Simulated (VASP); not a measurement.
BaHfO$_{3}$ in VASP 6.6.1, single-point calculation

INCAR

```
EDIFF = 1E-7
NSW = 0
ENCUT = 520
ISMEAR = -1
IBRION = -1
LREAL = .FALSE.
LASPH = .TRUE.
LCHARG = .FALSE.
NBANDS = 27
GGA = PE
SIGMA = 0.02
ISIF = 2
NELM = 63
PREC = Accurate
LWAVE = .FALSE.
```

KPOINTS

```
KPOINTS created by Atomic Simulation Environment
0
Gamma
6 6 6
0 0 0
```

POSCAR

```
Ba Hf O
 1.0000000000000000
     0.0000000000000000    4.2606000000000002    0.0000000000000000
     4.2606000000000002    0.0000000000000000    0.0000000000000000
     0.0000000000000000    0.0000000000000000    4.2606000000000002
 Ba  Hf  O
   1   1   3
Cartesian
  0.0000000000000000  0.0000000000000000  0.0000000000000000
  2.1303000000000001  2.1303000000000001  2.1303000000000001
  2.1303000000000001  2.1303000000000001  0.0000000000000000
  2.1303000000000001  0.0000000000000000  2.1303000000000001
  0.0000000000000000  2.1303000000000001  2.1303000000000001
```

The recommended PBE PAW datasets give the neutral cell 38 valence electrons.

Command

```
mpirun -np 1 vasp_std
```

Standard output (part)

```
|     EEEEEEE  RRRRRR   RRRRRR   OOOOOOO  RRRRRR      ###     ###     ###     |
|     E        R     R  R     R  O     O  R     R     ###     ###     ###     |
|     E        R     R  R     R  O     O  R     R     ###     ###     ###     |
|     EEEEE    RRRRRR   RRRRRR   O     O  RRRRRR       #       #       #      |
|     E        R    R   R    R   O     O  R    R      ###     ###     ###     |
|     EEEEEEE  R     R  R     R  OOOOOOO  R     R     ###     ###     ###     |
|     ERROR: the triple product of the basis vectors is negative exchange     |
|     two basis vectors                                                       |
|       ---->  I REFUSE TO CONTINUE WITH THIS SICK JOB ... BYE!!! <----       |
```

VASP stopped before the first electronic step.

What is wrong with this input?

Left-handed cell vectors. VASP stopped before the first electronic step.
